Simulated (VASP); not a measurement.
# Al2O3 (P6/mmm) in VASP: notebook

The runs below take Al2O3 through single point, relaxation of cell and atoms, with PBE.

Program: VASP 6.6.1. These are calculated values, not measurements. Logs are shortened: lines on timing, memory, paths and dates and some standing lists are left out, and cuts for length are marked.

**1. The crystal as given**

It takes space group P6/mmm (No. 191, hexagonal). The conventional cell has a = 5.057 Å, b = 5.057 Å, c = 2.529 Å, α = 90.00°, β = 90.00°, γ = 120.00°. Al (site symmetry -6m2) is surrounded by 6 O at 1.93 Å. Around O (site symmetry mmm) lie 4 Al at 1.93 Å.

The cell was built by a generator and needn't be a form met in nature.

**2. Single point, PBE**

Contents of INCAR:

```
SYSTEM = Al2O3
  PREC = Accurate
  ENCUT = 520
  EDIFF = 1E-7
  ISMEAR = 0
  SIGMA = 0.02
  LREAL = .FALSE.
  LASPH = .TRUE.
  NELM = 100
  ALGO = Fast
  ISIF = 2
  LWAVE = .FALSE.
  LCHARG = .FALSE.
  GGA = PE
  NBANDS = 20
```

Contents of KPOINTS:

```
regular mesh
0
G
  6 6 10
  0 0 0
```

Contents of POSCAR:

```
Al2O3
1.0
    5.0568423289      0.0000000000      0.0000000000
   -2.5284211645      4.3793539198      0.0000000000
    0.0000000000      0.0000000000      2.5285030812
Al O
2 3
Direct
    0.3333333333      0.6666666667      0.5000000000
    0.6666666667      0.3333333333      0.5000000000
    0.5000000000      0.5000000000      0.0000000000
    0.0000000000      0.5000000000      0.0000000000
    0.5000000000      0.0000000000      0.0000000000
```

Potentials or basis: VASP PAW PBE potentials, release 64 (Al, O).

Launch:

```sh
$ cat potpaw_PBE.64/Al/POTCAR potpaw_PBE.64/O/POTCAR > POTCAR
$ mpirun -np 1 vasp_std > vasp.out
```

OUTCAR:

```text
SYSTEM = Al2O3
   PREC = Accurate
   ENCUT = 520
   EDIFF = 1E-7
   ISMEAR = 0
   LREAL = .FALSE.
   LASPH = .TRUE.
   NELM = 100
   ISIF = 2
   GGA = PE

 ion  position               nearest neighbor table
   1  0.333  0.667  0.500-   4 1.93   4 1.93   5 1.93   5 1.93   3 1.93   3 1.93   2 2.92   2 2.92
                             2 2.92
   2  0.667  0.333  0.500-   4 1.93   4 1.93   5 1.93   5 1.93   3 1.93   3 1.93   1 2.92   1 2.92
                             1 2.92
   3  0.500  0.500  0.000-   1 1.93   2 1.93   1 1.93   2 1.93
   4  0.000  0.500  0.000-   1 1.93   2 1.93   1 1.93   2 1.93
   5  0.500  0.000  0.000-   1 1.93   2 1.93   1 1.93   2 1.93

  LATTYP: Found a hexagonal cell.
 ALAT       =     5.0568423289
 C/A-ratio  =     0.5000161992

  Lattice vectors:

 A1 = (   5.0568423289,   0.0000000000,   0.0000000000)
 A2 = (  -2.5284211645,   4.3793539198,   0.0000000000)
 A3 = (   0.0000000000,   0.0000000000,   2.5285030812)

Analysis of symmetry for initial positions (statically):
=====================================================================
 Subroutine PRICEL returns:
 Original cell was already a primitive cell.

 Routine SETGRP: Setting up the symmetry group for a
 hexagonal supercell.

 Subroutine GETGRP returns: Found 24 space group operations
 (whereof 24 operations were pure point group operations)
 out of a pool of 24 trial point group operations.

The static configuration has the point symmetry D_6h.

Analysis of symmetry for dynamics (positions and initial velocities):
=====================================================================
 Subroutine PRICEL returns:
 Original cell was already a primitive cell.

 Routine SETGRP: Setting up the symmetry group for a
 hexagonal supercell.

 Subroutine GETGRP returns: Found 24 space group operations
 (whereof 24 operations were pure point group operations)
 out of a pool of 24 trial point group operations.

The dynamic configuration has the point symmetry D_6h.

 Subroutine INISYM returns: Found 24 space group operations
 (whereof 24 operations are pure point group operations),
 and found     1 'primitive' translations

----------------------------------------------------------------------------------------

                                     Primitive cell

  volume of cell :      55.9955

  direct lattice vectors                    reciprocal lattice vectors
     5.056842329  0.000000000  0.000000000     0.197751865  0.114172092  0.000000000
    -2.528421165  4.379353920  0.000000000     0.000000000  0.228344185  0.000000000
     0.000000000  0.000000000  2.528503081     0.000000000  0.000000000  0.395490916

  length of vectors
     5.056842329  5.056842329  2.528503081     0.228344185  0.228344185  0.395490916

  position of ions in fractional coordinates (direct lattice)
     0.333333333  0.666666667  0.500000000
     0.666666667  0.333333333  0.500000000
     0.500000000  0.500000000  0.000000000
     0.000000000  0.500000000  0.000000000
     0.500000000  0.000000000  0.000000000

  ion indices of the primitive-cell ions
   primitive index   ion index
                 1           1
                 2           2
                 3           3
                 4           4
                 5           5

----------------------------------------------------------------------------------------

 KPOINTS: regular mesh

Automatic generation of k-mesh.
 Grid dimensions read from file:
 generate k-points for:    6    6   10

 Generating k-lattice:

  Cartesian coordinates                     Fractional coordinates (reciprocal lattice)
     0.032958644  0.019028682  0.000000000     0.166666667  0.000000000  0.000000000
     0.000000000  0.038057364  0.000000000     0.000000000  0.166666667  0.000000000
     0.000000000  0.000000000  0.039549092     0.000000000  0.000000000  0.100000000

  Length of vectors
     0.038057364  0.038057364  0.039549092

  Shift w.r.t. Gamma in fractional coordinates (k-lattice)
     0.000000000  0.000000000  0.000000000

 Subroutine IBZKPT returns following result:
 ===========================================

 Found     42 irreducible k-points:

 Following reciprocal coordinates:
            Coordinates               Weight
  0.000000  0.000000  0.000000      1.000000
  0.166667  0.000000  0.000000      6.000000
  0.333333  0.000000  0.000000      6.000000
  0.500000  0.000000  0.000000      3.000000
  0.166667  0.166667  0.000000      6.000000
  0.333333  0.166667  0.000000     12.000000
[... 16 lines left out ...]
  0.166667  0.000000  0.300000     12.000000
  0.333333  0.000000  0.300000     12.000000
 [... further k-points ...]
   k-points           NKPTS =     42   k-points in BZ     NKDIM =     42   number of bands    NBANDS=     20
   number of dos      NEDOS =    301   number of ions     NIONS =      5
   total plane-waves  NPLWV =  32000
   dimension x,y,z NGX =    40 NGY =   40 NGZ =   20
   dimension x,y,z NGXF=    80 NGYF=   80 NGZF=   40
   ions per type =               2   3
   NGX,Y,Z   is equivalent  to a cutoff of  13.15, 13.15, 13.15 a.u.
   NGXF,Y,Z  is equivalent  to a cutoff of  26.30, 26.30, 26.30 a.u.
 SYSTEM =  Al2O3
   PREC   = accura    normal or accurate (medium, high low for compatibility)
   ISTART =      0    job   : 0-new  1-cont  2-samecut
   ICHARG =      2    charge: 1-file 2-atom 10-const
   ISPIN  =      1    spin polarized calculation?
   LNONCOLLINEAR =      F non collinear calculations
   LSORBIT =      F    spin-orbit coupling
   LASPH  =      T    aspherical Exc in radial PAW
   ENCUT  =  520.0 eV  38.22 Ry    6.18 a.u.   9.40  9.40  4.70*2*pi/ulx,y,z
   NELM   =    100;   NELMIN=  2; NELMDL= -5     # of ELM steps
   EDIFF  = 0.1E-06   stopping-criterion for ELM
   LREAL  =      F    real-space projection
   EDIFFG = 0.1E-05   stopping-criterion for IOM
   NSW    =      0    number of steps for IOM
   IBRION =     -1    ionic relax: 0-MD 1-quasi-New 2-CG
   NFREE  =      0    steps in history (QN), initial steepest desc. (CG)
   ISIF   =      2    stress and relaxation
   ISYM   =      2    0-nonsym 1-usesym 2-fastsym
   POTIM  = 0.5000    time-step for ionic-motion
   TEBEG  =    0.0;   TEEND  =   0.0 temperature during run
   PSTRESS=    0.0 pullay stress
   NELECT =      24.0000    total number of electrons
   NUPDOWN=      -1.0000    fix difference up-down
   EMIN   =  10.00;   EMAX   =-10.00  energy-range for DOS
   EFERMI =   0.00;   METHOD = LEGACY
   ISMEAR =     0;   SIGMA  =   0.02  broadening in eV -4-tet -1-fermi 0-gaus
   EFERMI_NEDOS =   21; number of points for ismear=-14 and -15
   IALGO  =     68    algorithm
   IMIX   =      4    mixing-type and parameters
     AMIX     =   0.40;   BMIX     =  1.00
     AMIX_MAG =   1.60;   BMIX_MAG =  1.00
  volume/ion in A,a.u.               =      11.20        75.58
  Fermi-wavevector in a.u.,A,eV,Ry     =   1.234320  2.332526 20.729084  1.523545
  Thomas-Fermi vector in A             =   2.369014
   LORBIT       =      0    0 simple, 1 ext, 2 COOP (PROOUT), +10 PAW based schemes
   GGA     = PE    functional components
   LHFCALC =     F    Hartree Fock is set to
   AEXX    =    0.0000 exact exchange contribution
   IVDW    =     0    specifies the selected vdW correction
   LEPSILON=     F    determine dielectric tensor
   LRPA    =     F    only Hartree local field effects (RPA)
 non-spin polarized calculation
 RMM-DIIS sequential band-by-band and
 Gauss-broadening in eV      SIGMA  =   0.02
  energy-cutoff  :      520.00
  volume of cell :       56.00
 maximum number of plane-waves:      1533
 NGX is ok and might be reduce to    40
   NGX = 19   NGY = 19   NGZ =  9

 number of electron      24.0000016 magnetization

 Free energy of the ion-electron system (eV)
  ---------------------------------------------------
  ext. energy  EPLUGINS =         0.00000000
  ---------------------------------------------------
  free energy    TOTEN  =       -35.61748769 eV

  energy without entropy =      -35.61748769  energy(sigma->0) =      -35.61748769

 E-fermi :   4.4741     XC(G=0):  -9.7394

 val. band max:        4.3611417748   @ k =   0.0000   0.0000   0.5000
 cond. band min:       7.9259313837   @ k =   0.0000   0.0000   0.0000
 fundamental gap:      3.5647896090
 Fermi energy:         4.4740679067

 k-point     1 :       0.0000    0.0000    0.0000
  band No.  band energies     occupation
      1     -15.6450      2.00000
      2     -13.6063      2.00000
      3     -13.6063      2.00000
      4      -4.8015      2.00000
      5      -0.7282      2.00000
      6      -0.7282      2.00000
[... 12 lines left out ...]
     19      15.6287      0.00000
     20      16.7889      0.00000

 k-point     2 :       0.1667    0.0000    0.0000
  band No.  band energies     occupation
      1     -15.5517      2.00000
      2     -13.7714      2.00000
      3     -13.6113      2.00000
      4      -4.4806      2.00000
      5      -0.7867      2.00000
      6      -0.5219      2.00000
[... 12 lines left out ...]
     19      16.4740      0.00000
     20      16.6740      0.00000

 k-point     3 :       0.3333    0.0000    0.0000
  band No.  band energies     occupation
      1     -15.2992      2.00000
      2     -14.1600      2.00000
      3     -13.6216      2.00000
      4      -3.7000      2.00000
      5      -0.9445      2.00000
      6       0.0542      2.00000
[... 12 lines left out ...]
     19      16.4574      0.00000
     20      17.6050      0.00000

 k-point     4 :       0.5000    0.0000    0.0000
  band No.  band energies     occupation
      1     -15.0815      2.00000
      2     -14.4424      2.00000
      3     -13.6266      2.00000
      4      -3.1551      2.00000
      5      -1.1069      2.00000
      6       0.3895      2.00000
[... 429 lines left out ...]
 k-point    23 :       0.1667    0.0000    0.3000
  band No.  band energies     occupation
      1     -14.6434      2.00000
      2     -13.0654      2.00000
      3     -12.9283      2.00000
      4      -3.5053      2.00000
      5      -1.9387      2.00000
      6      -0.2905      2.00000
[... 12 lines left out ...]
     19      15.9194      0.00000
     20      17.1768      0.00000

 k-point    24 :       0.3333    0.0000    0.3000
  band No.  band energies     occupation
      1     -14.4155      2.00000
      2     -13.4020      2.00000
      3     -12.9369      2.00000
      4      -2.8071      2.00000
      5      -1.7029      2.00000
      6      -0.6320      2.00000
[... 12 lines left out ...]
     19      15.8256      0.00000
     20      17.3967      0.00000

 [... further k-points ...]

------------------------ aborting loop because EDIFF is reached ----------------------------------------

  FORCE on cell =-STRESS in cart. coord.  units (eV):
  Direction    XX          YY          ZZ          XY          YZ          ZX
  --------------------------------------------------------------------------------------
  -------------------------------------------------------------------------------------
  Total       -0.0300040     -0.0300040     -0.0465933      0.0000000      0.0000000      0.0000000
  in kB       -0.8584941     -0.8584941     -1.3331567      0.0000000      0.0000000      0.0000000
  external PRESSURE =      -1.0167150 kB  Pullay stress =       0.0000000 kB

 VOLUME and BASIS-vectors are now :
 -----------------------------------------------------------------------------
  energy-cutoff  :      520.00
  volume of cell :       56.00
      direct lattice vectors                 reciprocal lattice vectors
     5.056842329  0.000000000  0.000000000     0.197751865  0.114172092  0.000000000
    -2.528421165  4.379353920  0.000000000     0.000000000  0.228344185  0.000000000
     0.000000000  0.000000000  2.528503081     0.000000000  0.000000000  0.395490916

 POSITION                                       TOTAL-FORCE (eV/Angst)
 -----------------------------------------------------------------------------------
     -0.00000      2.91957      1.26425        -0.000000      0.000000      0.000000
      2.52842      1.45978      1.26425         0.000000      0.000000      0.000000
      1.26421      2.18968      0.00000         0.000000      0.000000      0.000000
     -1.26421      2.18968      0.00000         0.000000      0.000000      0.000000
      2.52842      0.00000      0.00000         0.000000      0.000000      0.000000
 -----------------------------------------------------------------------------------
    total drift:                               -0.000000      0.000000     -0.000000

  FREE ENERGIE OF THE ION-ELECTRON SYSTEM (eV)
  ---------------------------------------------------
  free  energy   TOTEN  =       -35.6174876880 eV

  energy  without entropy=      -35.6174876880  energy(sigma->0) =      -35.61748769
```

It took 24 s on 1 thread of Intel Xeon 6975P-C (Granite Rapids), shared host; peak memory 0.18 GiB.

What came out:

```yaml
Free_energy: -35.6175 eV
Pressure: -0.1 GPa
Band_gap_on_the_k_mesh: 3.56 eV, indirect (least direct gap 4.19 eV)
```

Levels at points of the mesh, in eV from the valence-band top:
```
           k point  band 8  band 9  band 10  band 11  band 12  band 13  band 14  band 15  band 16  band 17
(0.00, 0.00, 0.00)   -1.67   -1.67    -1.34    -1.34    -0.63     3.56     6.96     8.87     8.87    11.11
(0.50, 0.00, 0.00)   -3.06   -1.87    -1.62    -1.34    -1.18     5.90     6.28     9.07     9.57    10.86
(0.00, 0.00, 0.50)   -3.75   -3.75    -0.92    -0.92     0.00     5.01     7.10     7.10     9.06     9.55
(0.50, 0.00, 0.50)   -4.39   -2.86    -2.29    -1.67    -0.42     6.04     7.43     8.67     9.02    10.38
```

A k mesh can miss the band edges.

**3. Relaxation of cell and atoms, PBE**

Contents of INCAR:

```
SYSTEM = Al2O3
ALGO = Normal
EDIFF = 1E-6
EDIFFG = -0.01
ENCUT = 600
GGA = PE
IBRION = 2
ISIF = 3
ISMEAR = 0
LASPH = .TRUE.
LCHARG = .FALSE.
LREAL = .FALSE.
LWAVE = .FALSE.
NELM = 100
NSW = 100
PREC = Accurate
SIGMA = 0.02
```

Contents of KPOINTS:

```
k-points
0
G
  6 6 10
  0 0 0
```

Changes to POSCAR since step 2:

```diff
@@ -2,5 +2,5 @@
 1.0
-    5.0568423289      0.0000000000      0.0000000000
-   -2.5284211645      4.3793539198      0.0000000000
-    0.0000000000      0.0000000000      2.5285030812
+    5.0539240528      0.0000000000      0.0000000000
+   -2.5269620264      4.3768266185      0.0000000000
+    0.0000000000      0.0000000000      2.5278322903
 Al O
```

Potentials or basis: VASP PAW PBE potentials, release 64 (Al, O).

Launch:

```sh
$ cat potpaw_PBE.64/Al/POTCAR potpaw_PBE.64/O/POTCAR > POTCAR
$ mpirun -np 1 vasp_std > vasp.out
```

Run time: 25 s. Hardware: 1 thread of Intel Xeon 6975P-C (Granite Rapids), shared host; peak memory 0.19 GiB.

Results (log left out):

| Property | Result |
| --- | --- |
| Free energy | -35.6274 eV |
| Relaxed volume | 11.18 Å³/atom |
| Relaxed cell | a = 5.053 Å, b = 5.053 Å, c = 2.527 Å, α = 90.00°, β = 90.00°, γ = 120.00° |
| Space group after relaxing (to 0.05 Å) | P6/mmm (No. 191) |
| Energy gained by relaxing | 0.0 meV/atom |
| Ionic steps | 3 |
| Pressure after relaxing | 0.0 GPa |
| Band gap on the k mesh | 3.58 eV, indirect (least direct gap 4.20 eV) |

Final structure:
```cif
data_structure
_symmetry_space_group_name_H-M 'P 1'
_symmetry_Int_Tables_number 1
_cell_length_a 5.0534
_cell_length_b 5.0534
_cell_length_c 2.5269
_cell_angle_alpha 90.000
_cell_angle_beta 90.000
_cell_angle_gamma 120.000
_cell_volume 55.88
loop_
_atom_site_label
_atom_site_type_symbol
_atom_site_fract_x
_atom_site_fract_y
_atom_site_fract_z
_atom_site_occupancy
Al1 Al 0.33333 0.66667 0.50000 1
Al2 Al 0.66667 0.33333 0.50000 1
O1 O 0.50000 0.50000 0.00000 1
O2 O 0.00000 0.50000 0.00000 1
O3 O 0.50000 0.00000 0.00000 1
```

Levels at points of the mesh, in eV from the valence-band top:
| k point | band 8 | band 9 | band 10 | band 11 | band 12 | band 13 | band 14 | band 15 | band 16 |
| --- | --- | --- | --- | --- | --- | --- | --- | --- | --- |
| (0.00, 0.00, 0.00) | -1.68 | -1.68 | -1.34 | -1.34 | -0.63 | 3.58 | 6.98 | 8.89 | 8.89 |
| (0.50, 0.00, 0.00) | -3.07 | -1.87 | -1.62 | -1.35 | -1.18 | 5.92 | 6.29 | 9.08 | 9.59 |
| (0.00, 0.00, 0.50) | -3.75 | -3.75 | -0.92 | -0.92 | 0.00 | 5.03 | 7.10 | 7.10 | 9.09 |
| (0.50, 0.00, 0.50) | -4.40 | -2.87 | -2.29 | -1.67 | -0.42 | 6.05 | 7.44 | 8.70 | 9.02 |

**4. Single point, PBE**

This run uses another cell than the first one, of 9.66 Å³/atom, 0.862 times its volume.

Contents of INCAR:

```
SYSTEM = Al2O3
  ALGO = Fast
  EDIFF = 1E-6
  ENCUT = 520
  GGA = PE
  ISIF = 2
  ISMEAR = 0
  LASPH = .True.
  LCHARG = .True.
  LELF = .True.
  LREAL = .False.
  LVHAR = .True.
  LWAVE = .False.
  NBANDS = 20
  NELM = 80
  PREC = Accurate
  SIGMA = 0.1
```

Contents of KPOINTS:

```
k-points
0
Gamma
  6 6 8
  0 0 0
```

Contents of POSCAR:

```
Al2O3
1.0
    4.7452861300      0.0000000000      0.0000000000
   -2.3726430600      4.1095383300      0.0000000000
    0.0000000000      0.0000000000      2.4760987800
Al O
2 3
Direct
    0.3333333300      0.6666666700      0.5000000000
    0.6666666700      0.3333333300      0.5000000000
    0.5000000000      0.5000000000      0.0000000000
    0.0000000000      0.5000000000      0.0000000000
    0.5000000000      0.0000000000      0.0000000000
```

Launch:

```sh
$ cat potpaw_PBE.64/Al/POTCAR potpaw_PBE.64/O/POTCAR > POTCAR
$ mpirun -np 1 vasp_std > vasp.out
```

It took 15 s on 1 thread of Intel Xeon 6975P-C (Granite Rapids), shared host; peak memory 0.16 GiB.

It converged, with:

* Free energy: -34.8338 eV
* Pressure: 32.4 GPa
* Band gap on the k mesh: 3.51 eV, indirect (least direct gap 4.17 eV)

Stress tensor (GPa, compression positive):
```
39.16  0.00  0.00
 0.00 39.16  0.00
 0.00  0.00 18.92
```

Levels at points of the mesh, in eV from the valence-band top:
| k point | band 8 | band 9 | band 10 | band 11 | band 12 | band 13 | band 14 | band 15 | band 16 | band 17 |
| --- | --- | --- | --- | --- | --- | --- | --- | --- | --- | --- |
| (0.00, 0.00, 0.00) | -1.94 | -1.94 | -1.60 | -1.60 | -0.65 | 3.51 | 8.71 | 9.89 | 9.89 | 11.11 |
| (0.50, 0.00, 0.00) | -3.66 | -2.60 | -2.29 | -1.95 | -1.19 | 6.29 | 6.54 | 9.74 | 10.45 | 12.47 |
| (0.00, 0.00, 0.50) | -4.52 | -4.52 | -0.92 | -0.92 | 0.00 | 6.20 | 6.91 | 6.91 | 9.64 | 10.97 |
| (0.50, 0.00, 0.50) | -4.78 | -3.22 | -2.90 | -2.16 | -0.46 | 5.84 | 8.37 | 8.97 | 10.06 | 11.11 |

Caveat: a pressure of tens of GPa on the cell as given is suspect, and the run, the potentials or the cell itself is likely at fault.

**5. The runs side by side**

```csv
task,cell,k mesh,cutoff (eV),smearing,gap on the mesh (eV),pressure (GPa)
single point,"P6/mmm, 11.2 Å³/atom",6 × 6 × 10,520,gaussian 0.02 eV,3.56,-0.1
relaxation of cell and atoms,relaxed,6 × 6 × 10,600,gaussian 0.02 eV,3.58,0.0
single point,"P6/mmm, 9.66 Å³/atom",6 × 6 × 8,520,gaussian 0.1 eV,3.51,32.4
```

Alike in all rows: level PBE; potentials or basis VASP PAW PBE potentials, release 64 (Al, O); no spin polarisation.

Caveats: a pressure of tens of GPa on the cell as given is suspect, and the run, the potentials or the cell itself is likely at fault (some runs).

Total energies depend on the potentials used, so only differences within one code and one set of settings carry meaning.
